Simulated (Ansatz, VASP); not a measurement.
Two plane-wave programs on LiH

```xyz
2
Lattice="2.5063 0.0000 0.0000 0.0000 2.5063 0.0000 0.0000 0.0000 2.5063" Properties=species:S:1:pos:R:3 pbc="T T T"
Li    1.2531    1.2531    1.2531
H     0.0000    0.0000    0.0000
```

Change from the starting cell: species swapped into the ZrIr type (Pm-3m, No. 221).

Alike in both runs: task relaxation of cell and atoms; functional PBE; k mesh 12 × 12 × 12; occupations gaussian, width 0.02 eV; no spin polarisation.

|  | VASP | Ansatz |
| --- | --- | --- |
| version | VASP 6.6.1 | Ansatz 0.2.0 |
| potentials or method | VASP PAW PBE potentials, release 64 (Li_sv, H) | scalar-relativistic, plane waves, PAW |
| plane-wave cutoff (eV) | 600 | 420 |
| valence electrons in the cell | 4 | 4 |

VASP gave:

```
gap on the k mesh at the Fermi level, each at its own relaxed structure (eV) : 0.73
relaxed volume (Å³/atom)                                                     : 7.87
relaxed cell length with the largest relative difference (Å)                 : 2.506
```

Problem. Estimate Ansatz's values.

Solution. gap on the k mesh at the Fermi level, each at its own relaxed structure (eV): 0.71; relaxed volume (Å³/atom): 7.87; relaxed cell length with the largest relative difference (Å): 2.506.

Caveats: the cutoff is under 1.25 times the usual one of these potentials, so pressure, stress and relaxed cells hold a basis-set (Pulay) error (VASP); the relaxation stopped at its first step, so nothing moved. A k mesh can miss the band edges.
